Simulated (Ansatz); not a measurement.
Space group Im-3m (No. 229). a = 2.997 Å, b = 2.997 Å, c = 2.997 Å, α = 90.00°, β = 90.00°, γ = 90.00°
```
atom site symmetry x y z
   V    2a m-3m  0.0000  0.0000  0.0000
```

Equation of state of this V structure (not necessarily the ground state), with shape and atoms relaxed at each volume where symmetry leaves them free. It has no gap at any of these volumes. Computed with DFT PBE, scalar-relativistic, plane waves, PAW in Ansatz.

Settings: cutoff 420 eV, Γ-centred mesh 20×20×20 on the computed 1-atom cell, Gaussian smearing of 0.10 eV; no spin polarisation.

```json
{"V (Å³/atom)": "12.655", "E − E(largest V) (meV/atom)": "4.44", "P (GPa)": "12.68"}
{"V (Å³/atom)": "13.059", "E − E(largest V) (meV/atom)": "-18.60", "P (GPa)": "5.86"}
{"V (Å³/atom)": "13.463", "E − E(largest V) (meV/atom)": "-25.64", "P (GPa)": "-0.04"}
{"V (Å³/atom)": "13.866", "E − E(largest V) (meV/atom)": "-18.82", "P (GPa)": "-5.15"}
{"V (Å³/atom)": "14.270", "E − E(largest V) (meV/atom)": "0.00", "P (GPa)": "-9.56"}
```

Task: Fit a third-order Birch–Murnaghan equation to E(V).

Result: V0 = 13.46 Å³/atom, B0 = 183 GPa, B0' = 3.8.